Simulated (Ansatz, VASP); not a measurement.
# KI: VASP beside Ansatz

```
K I
1.0
     0.00000    3.52455    3.52455
     3.52455    0.00000    3.52455
     3.52455    3.52455    0.00000
K I
1 1
Direct
  0.00000 0.00000 0.00000
  0.50000 0.50000 0.50000
```

Alike in both runs: task single point; functional PBE; k mesh 6 × 6 × 6; occupations gaussian, width 0.05 eV; no spin polarisation.

|  | VASP | Ansatz |
| --- | --- | --- |
| version | VASP 6.6.1 | Ansatz 0.2.0 |
| potentials or method | VASP PAW PBE potentials, release 64 (K_sv, I) | scalar-relativistic, plane waves, PAW |
| plane-wave cutoff (eV) | 520 | 420 |
| valence electrons in the cell | 16 | 26 |

```tsv
	VASP	Ansatz	Ansatz less VASP
gap on the k mesh at the Fermi level (eV)	3.98	3.98	+0.004
least direct gap on the mesh (eV)	3.98	3.98	+0.004
pressure (GPa)	0.7	0.7	-0.03
```

The two sets of potentials don't hold the same shells in valence.

Caveats: spin-orbit coupling is left out, which moves the levels of the heavy elements. As with any semilocal functional, this PBE gap is likely too small.
